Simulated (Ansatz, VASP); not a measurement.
Two plane-wave programs on HfC

```xyz
4
Lattice="3.3148 0.0000 0.0000 -1.6574 2.8707 0.0000 0.0000 0.0000 5.2027" Properties=species:S:1:pos:R:3 pbc="T T T"
Hf    1.6574    0.9569    3.9020
Hf    0.0000    1.9138    1.3007
C     0.0000    0.0000    0.0000
C     0.0000    0.0000    2.6014
```

Alike in both runs: functional r2SCAN; k mesh 9 × 9 × 5; no spin polarisation.

Ansatz relaxed the structure, and its values are those at the end. VASP's run is a single point on that final structure, the one shown.

|  | VASP | Ansatz |
| --- | --- | --- |
| version | VASP 6.6.1 | Ansatz 0.2.0 |
| potentials or method | VASP PAW PBE potentials, release 64 (Hf_pv, C) | plane waves, PAW |
| plane-wave cutoff (eV) | 520 | 544 |
| occupations | methfessel-paxton of order 1, width 0.15 eV | cold, width 0.15 eV |
| valence electrons in the cell | 28 | 60 |

```tsv
	VASP	Ansatz	Ansatz less VASP
pressure (GPa)	0.3	1.4	+1.03
```

The two sets of potentials don't hold the same shells in valence. Ansatz warned: «symmetry_narrowed_by_cell_relaxation».

Caveats: the PAW data sets were made with another functional, which shifts forces and pressure a little (VASP). The runs have no spin-orbit coupling, so splittings on Hf are missing.
